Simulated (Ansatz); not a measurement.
Crystal: TiTe.

```
Te Ti
1.0
     3.84200    0.00000    0.00000
    -1.92100    3.32727    0.00000
     0.00000    0.00000    6.40300
Te Ti
2 2
Direct
  0.66667 0.33333 0.75000
  0.33333 0.66667 0.25000
  0.00000 0.00000 0.50000
  0.00000 0.00000 0.00000
```

Base run:

* Program: Ansatz 0.2.0
* Functional: HSE06
* Potentials or basis: Ansatz PAW
* Cutoff: 420 eV (not typed: the program's choice for these potentials)
* k mesh: 6 × 6 × 4
* Occupations: fermi-dirac, width 0.05 eV
* Spin: no spin polarisation

Its results: band gap on the k mesh none (metal or under the smearing width); pressure 4.7 GPa.

Question: The run is repeated on the same cell with these changes: functional from HSE06 to PBE0. What comes out?

Answer: Band gap on the k mesh none (metal or under the smearing width); pressure 4.3 GPa.

Caveats: the PAW data sets come from PBE, with cores solved anew for the run's functional, which leaves a small shift of forces and pressure; the thresholds are loose for stress; spin-orbit coupling is left out, which moves the levels of the heavy elements (some runs).
